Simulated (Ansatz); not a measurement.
Structure relaxation of Zn₂S

Method: DFT PBE, scalar-relativistic, plane waves, PAW (Ansatz 0.2.0).

The start puts Zn₂S on the AlB2 structure type (P6/mmm, No. 191), with S in place of Al, Zn in place of B, at a guessed volume.

Input of the last, converged step (default PAW datasets):

```yaml
crystal:
  lattice:
    - [4.205205127, 0.0, 0.0]
    - [-2.1026025635, 3.6418144681, 0.0]
    - [0.0, 0.0, 3.5696954221]
  atoms:
    - { symbol: Zn, position: [0.3333333333, 0.6666666667, 0.5] }
    - { symbol: Zn, position: [0.6666666667, 0.3333333333, 0.5] }
    - { symbol: S, position: [0.0, 0.0, 0.0] }
basis:
  ecutwfc: 420
kpoints:
  mp_grid: { grid: [12, 12, 14] }
hamiltonian:
  xc: pbe
scf:
  occupations: { method: gaussian, width: 0.1 }
output:
  forces: true
  stress: true
  eigenvalues: true
  write_density: true
  write_potential: true
  elf: true
  volumetric_format: npy
relax:
  adjacent_minimum: "off"
  f_tol: 0.01
  max_steps: 80
  cell: { stress_tol: 0.05 }
```

Launched as:

```bash
ansatz run input.yaml --threads 1 --pin off --max-ram 2560MiB --backend cpu --events-out ev --progress --plain --runs-dir out
```

It took 24 s on 1 thread of Arm Neoverse V2, with other jobs on the host, peak memory 0.42 GiB.

The program printed at the end:

```
SCF converged after 5 iterations
Free energy (F): -7539.264272 eV
Harris-Foulkes:  -7539.264272 eV  (|F-HF|=4.55e-12)
Internal energy: -7539.255502 eV  (E = F + TS)
E sigma→0 (E₀):  -7539.259887 eV
Entropy (-TS):   -0.008770 eV (-2.923 meV/atom)
Fermi energy:    7.955271 eV
--- Per-component energies (eV) ---
  E_band       = 43.675624
  E_kinetic    = 364.823652
  E_local      = -3698.133256  (includes V_loc(G=0)·N_el)
  E_nonlocal   = 1253.761032
  E_hartree    = 1552.584618
  E_xc         = -369.675618
  E_vxc        = -188.724856  (∫ρ·V_xc dr)
  E_paw        = -4252.573816  (= ΣΔE_a)
  E_vpaw       = -793.219334  (= ΣTr[D̂ρ^β])
  E_aug_tail   = -0.000690  (compensation charges beyond the density's cutoff)
  E_ewald      = -2390.041422
  E_smearing   = -0.008770  (= −TS)
  E_closure    = 0.000000  (closes the sum)
  Σ components = -7539.264272   (vs F -7539.264272, Δ=0.00e0)
--- Forces (eV/Å), atoms counted from 1 ---
  atom   1  Zn     0.00000000     0.00000000     0.00000000
  atom   2  Zn     0.00000000     0.00000000     0.00000000
  atom   3  S      0.00000000     0.00000000     0.00000000
  max |Σ_I F_I| component: 3.70e-17 eV/Å
--- Stress (GPa, compression-positive) ---
       -0.036671       0.000000       0.000000
        0.000000      -0.036671       0.000000
        0.000000       0.000000       0.006262
  P = ⅓ Tr σ = -0.0224 GPa (-0.224 kbar)
--- Relaxed structure (2 steps of the walk, 2 accepted, 1 SCFs on fresh bases) ---
  F+E_penalty+E_count = -7539.26427159 eV   max|allowed force component| = 1.449e-16 eV/Å   (the final SCF, on the basis selected at the relaxed cell)
  cell:  # Å, volume = 54.6877 Å³
    - [4.204128, 0.000000, 0.000000]
    - [-2.102064, 3.640881, 0.000000]
    - [0.000000, 0.000000, 3.572786]
  atoms:
    - { symbol: Zn, position: [0.333333, 0.666667, 0.5] }
    - { symbol: Zn, position: [0.666667, 0.333333, 0.5] }
    - { symbol: S, position: [0.000000, 0.000000, 0.0] }
```

Total energies depend on the potentials used, so only differences within one code and one set of settings carry meaning.

The result has space group P6/mmm (No. 191). Around Zn lie 3 Zn at 2.43 Å; S has 12 Zn at 3.01 Å.

Against the elements it lies at 0.29 eV/atom. Energies over the elements count from the elements' standard structures at the same level, with no empirical corrections.

For metals, differences of a few meV/atom aren't resolved.

Symmetry constrained the relaxation, so the result can be a saddle point.